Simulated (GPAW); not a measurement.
Crystal: Cu.

```xyz
1
Lattice="0.0000 1.8075 1.8075 1.8075 0.0000 1.8075 1.8075 1.8075 0.0000" Properties=species:S:1:pos:R:3 pbc="T T T"
Cu    0.0000    0.0000    0.0000
```

* Program: GPAW 26.7.0
* Task: relaxation of cell and atoms
* Functional: PBEsol
* Dispersion: D3(BJ)
* Potentials or basis: PAW data sets generated in the run's folder for this functional
* Cutoff: 600 eV
* Basis: pw
* k mesh: 13 × 13 × 13
* Occupations: fermi-dirac, width 0.05 eV
* Spin: no spin polarisation

At the start: pressure -11.9 GPa; volume 11.81 Å³/atom.

How do energy, volume and symmetry change on relaxing?

Over 4 steps the energy falls by 33.7 meV/atom and the volume is 10.94 Å³/atom (-7.3 %); space group Fm-3m (No. 225, to 0.05 Å).

Step by step:
| step | energy change (eV) | largest force (eV/Å) | pressure (GPa) | volume (Å³) |
| --- | --- | --- | --- | --- |
| 1 | 0.0000 | 0.0000 | -11.90 | 11.81 |
| 2 | -0.0250 | 0.0000 | -6.65 | 11.37 |
| 3 | -0.0334 | 0.0000 | 0.95 | 10.89 |
| 4 | -0.0337 | 0.0000 | -0.06 | 10.94 |

Final structure:
```
Cu
1.0
     0.00000    1.76222    1.76222
     1.76222    0.00000    1.76222
     1.76222    1.76222    0.00000
Cu
1
Direct
  0.00000 0.00000 0.00000
```

Caveat: with this Cu data set, volumes or pressures lay over 1.5 % or 2 GPa off other programs in two to four cells of ten; later steps reuse the first step's grids; pairwise dispersion overbinds metals, which lowers pressure and volume.
